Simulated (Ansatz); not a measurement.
# Molecular dynamics of ZrO2

Input:

```yaml
accuracy: low
crystal:
  lattice:
    - [-3.771859, -3.771859, 0.0]
    - [3.771859, -3.771859, 0.0]
    - [0.0, 0.0, 5.474341]
  atoms:
    - { symbol: Zr, position: [0.5, 0.5, 0.0] }
    - { symbol: Zr, position: [0.0, 0.5, 0.5] }
    - { symbol: O, position: [0.25, 0.25, 0.3017749] }
    - { symbol: O, position: [0.25, 0.25, 0.8017749] }
    - { symbol: O, position: [0.25, 0.75, 0.6982251] }
    - { symbol: O, position: [0.25, 0.75, 0.1982251] }
    - { symbol: Zr, position: [0.0, 0.0, 0.0] }
    - { symbol: Zr, position: [0.5, 0.0, 0.5] }
    - { symbol: O, position: [0.75, 0.75, 0.3017749] }
    - { symbol: O, position: [0.75, 0.75, 0.8017749] }
    - { symbol: O, position: [0.75, 0.25, 0.6982251] }
    - { symbol: O, position: [0.75, 0.25, 0.1982251] }
basis:
  ecutwfc: 420.0
kpoints:
  mp_grid: { grid: [2, 2, 2] }
hamiltonian:
  xc: pbesol
  pseudopotentials: { kind: paw, azcp: { folder: soft_1 } }
scf:
  occupations: { method: fermi_dirac, width: 0.24 }
  lower_state_search: "off"
md:
  timestep: 1.12
  n_steps: 200
  ensemble: nvt_langevin
  temperature: 2800.0
  initial_velocities: maxwell_boltzmann
  seed: 583899
  friction: 0.02
```

Command:

```bash
$ ansatz run input.yaml --threads 1 --pin off --max-ram 3072MiB --backend cpu --events-out ev --progress --plain --runs-dir out
```

It starts from an unrelaxed structure (largest force component 0.69 eV/Å).

Output, in part (step lines):

```
md step     0: t =     0.00 fs  T =  2566.7 K  F+E_penalty+E_count = -21020.64820361 eV  E_kin = 3.981208 eV  (9 SCF iters)
md step     1: t =     1.12 fs  T =  2741.2 K  F+E_penalty+E_count = -21020.60042177 eV  E_kin = 4.251907 eV  (8 SCF iters)
md step     2: t =     2.24 fs  T =  2509.3 K  F+E_penalty+E_count = -21020.51930490 eV  E_kin = 3.892197 eV  (8 SCF iters)
md step     3: t =     3.36 fs  T =  2482.9 K  F+E_penalty+E_count = -21020.40755331 eV  E_kin = 3.851304 eV  (8 SCF iters)
md step     4: t =     4.48 fs  T =  2232.4 K  F+E_penalty+E_count = -21020.27839575 eV  E_kin = 3.462697 eV  (8 SCF iters)
md step     5: t =     5.60 fs  T =  2022.7 K  F+E_penalty+E_count = -21020.13837046 eV  E_kin = 3.137472 eV  (7 SCF iters)
md step     6: t =     6.72 fs  T =  2550.4 K  F+E_penalty+E_count = -21019.96912211 eV  E_kin = 3.955912 eV  (7 SCF iters)
md step     7: t =     7.84 fs  T =  2476.0 K  F+E_penalty+E_count = -21019.77388263 eV  E_kin = 3.840621 eV  (7 SCF iters)
[... lines left out ...]
md step   199: t =   222.88 fs  T =  1882.4 K  F+E_penalty+E_count = -21017.89009531 eV  E_kin = 2.919886 eV  (7 SCF iters)
md step   200: t =   224.00 fs  T =  1982.1 K  F+E_penalty+E_count = -21017.87973666 eV  E_kin = 3.074481 eV  (9 SCF iters)
```

The steps, from the saved trajectory:

```tsv
time (fs)	T (K)	potential energy less start (eV)
0.0	2567	0.000
6.7	2550	0.679
13.4	1569	1.777
20.2	1312	2.414
26.9	1615	2.672
33.6	2376	2.208
40.3	3386	2.271
47.0	3129	3.268
53.8	2781	3.396
60.5	2214	3.487
67.2	2724	3.016
73.9	3195	2.628
80.6	2688	3.283
87.4	2190	3.270
94.1	3043	2.869
100.8	2304	3.205
107.5	2193	3.004
114.2	2038	2.837
121.0	2052	2.601
127.7	3014	2.457
134.4	2872	2.194
141.1	3103	2.392
147.8	2753	2.842
154.6	3452	2.302
161.3	3591	2.617
168.0	3111	2.910
174.7	2407	3.266
181.4	2307	3.347
188.2	2803	2.876
194.9	3026	2.201
201.6	2953	1.709
208.3	2566	1.942
215.0	2257	2.311
221.8	2080	2.736
```

All steps were run. A run of 0.22 ps of so small a system gives no equilibrium averages. Limits of this set-up: coarse k mesh, PAW files made for another functional, low accuracy level.

Mean squared displacements from the first frame to the last, about the centre of mass: Zr 0.10 Å², O 0.43 Å².

Last frame:

```xyz
12
Lattice="-3.7719 -3.7719 0.0000 3.7719 -3.7719 0.0000 0.0000 0.0000 5.4743" Properties=species:S:1:pos:R:3
Zr 0.084 -3.769 -0.686
Zr 1.761 -1.888 2.132
O -0.031 -2.191 0.712
O -0.128 -1.372 3.647
O 1.306 -3.838 3.256
O 2.042 -3.920 0.702
Zr 0.077 -0.086 -0.075
Zr -1.628 -1.575 2.144
O 0.333 -5.963 2.084
O 0.193 -5.955 4.618
O -1.514 -3.783 3.305
O -1.893 -4.575 0.682
```

Time of the run: 16 min on 1 thread of Arm Neoverse V1 (shared host), peak memory 0.46 GiB.
